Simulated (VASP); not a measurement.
CaS (Oldhamite):

```
Ca S
1.0
     0.00000    2.88041    2.88041
     2.88041    0.00000    2.88041
     2.88041    2.88041    0.00000
Ca S
1 1
Direct
  0.00000 0.00000 0.00000
  0.50000 0.50000 0.50000
```

The cell isn't the ideal one: cell and atoms relaxed from 1.04 times the given volume.

- Program: VASP 6.6.1
- Task: relaxation of cell and atoms
- Functional: LDA
- Potentials or basis: VASP PAW LDA potentials, release 64 (Ca_sv, S)
- Cutoff: 600 eV
- k mesh: 8 × 8 × 8
- Occupations: fermi-dirac, width 0.02 eV
- Spin: no spin polarisation

At the start: pressure -5.5 GPa; volume 23.90 Å³/atom.

Where does the relaxation end?

Over 3 steps the energy falls by 42.1 meV/atom and the volume is 21.63 Å³/atom (-9.5 %); space group Fm-3m (No. 225, to 0.05 Å).

Step by step:
```csv
step,energy change (eV),largest force (eV/Å),pressure (GPa),volume (Å³)
1,0.0000,0.0000,-5.47,47.80
2,-0.0803,0.0000,1.47,42.37
3,-0.0843,0.0000,0.01,43.25
```

Final structure:
```xyz
2
Lattice="0.0000 2.7861 2.7861 2.7861 0.0000 2.7861 2.7861 2.7861 0.0000" Properties=species:S:1:pos:R:3 pbc="T T T"
Ca    0.0000    0.0000    0.0000
S     2.7861    2.7861    2.7861
```
